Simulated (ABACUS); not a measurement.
## Sb under changes of volume

One of the cells (30.206 Å³/atom); the others are scaled copies at fixed shape and fractional positions:

```
Sb
1.0
     2.15420    1.24373    3.75800
    -2.15420    1.24373    3.75800
     0.00000   -2.48746    3.75800
Sb
2
Direct
  0.76651 0.76651 0.76651
  0.23349 0.23349 0.23349
```

| Property | Result |
| --- | --- |
| Program | ABACUS 3.10.1 |
| Functional | PBE |
| Potentials or basis | PseudoDojo NC SR 0.4.1 PBE standard |
| Cutoff | 1102 eV |
| Density cutoff | 4408 eV |
| Basis | plane waves |
| k mesh | 8 × 8 × 8 |
| Occupations | fermi-dirac, width 0.05 eV |
| Spin | no spin polarisation |

| volume (Å³/atom) | energy over the lowest point (meV/atom) | pressure (GPa) | largest force (eV/Å) |
| --- | --- | --- | --- |
| 28.393 | 67.05 | 7.1 | 0.540 |
| 28.998 | 43.12 | 5.5 | 0.412 |
| 29.602 | 25.05 | 4.0 | 0.291 |
| 30.206 | 12.21 | 2.7 | 0.179 |
| 30.810 | ? | ? | ? |
| 31.414 | 0.13 | 0.4 | 0.023 |
| 32.018 | 0.00 | -0.5 | 0.113 |

**Question.** What does the run at 30.810 Å³/atom give?

**Answer.** Energy over the lowest point 4.06 meV/atom; pressure 1.5 GPa; largest force 0.074 eV/Å.

Worked out: A Birch-Murnaghan fit of order 3 (a polynomial in V^(-2/3)) to the other rows has its minimum at 31.73 Å³/atom with B0 = V·E''(V) = 50 GPa and B' = 4.5 at fixed shape and positions, which overstates the stiffness. It gives 4.06 meV/atom at 30.810 Å³/atom, against the run's 4.06, and -dE/dV = 1.6 GPa, against 1.5.

Energies are extrapolated to zero smearing.
